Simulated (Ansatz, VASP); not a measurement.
Y in VASP and in Ansatz

The input INCAR:

```
PREC = Accurate
ENCUT = 520
EDIFF = 1E-7
ISMEAR = 1
SIGMA = 0.1
LREAL = F
LASPH = T
NELM = 80
ALGO = Normal
ISIF = 2
LWAVE = F
LCHARG = F
NBANDS = 12
```

Contents of KPOINTS:

```
Automatic mesh
0
Gamma
  9 9 9
```

The input POSCAR:

```
Y
1.0
    0.0000000000      2.4850000000      2.4850000000
    2.4850000000      0.0000000000      2.4850000000
    2.4850000000      2.4850000000      0.0000000000
Y
1
Direct
    0.0000000000      0.0000000000      0.0000000000
```

Input for Ansatz:

```yaml
crystal:
  lattice:
    - [0.0, 2.485, 2.485]
    - [2.485, 0.0, 2.485]
    - [2.485, 2.485, 0.0]
  atoms:
    - { symbol: "Y", position: [0.0, 0.0, 0.0] }
kpoints:
  mp_grid:
    grid: [9, 9, 9]
hamiltonian:
  xc: lda
  pseudopotentials:
    kind: paw
scf:
  occupations:
    method: cold
    width: 0.1
output:
  forces: true
  stress: true
  eigenvalues: true
```

This isn't the form of Y at room conditions, which is hcp.

Alike in both runs: task single point; functional LDA; k mesh 9 × 9 × 9; no spin polarisation.

```csv
,VASP,Ansatz
version,VASP 6.6.1,Ansatz 0.2.0
potentials or method,"VASP PAW LDA potentials, release 64 (Y_sv)","plane waves, PAW"
plane-wave cutoff (eV),520,420
occupations,"methfessel-paxton of order 1, width 0.1 eV","cold, width 0.1 eV"
valence electrons in the cell,11,11
```

VASP gave:

```
gap on the k mesh at the Fermi level (eV) : none
pressure (GPa)                            : -1.8
```

Problem. Which values does Ansatz return?

Solution. gap on the k mesh at the Fermi level (eV): none; pressure (GPa): -1.7.

A gap of «none» marks a metal or a gap that the smearing closes.
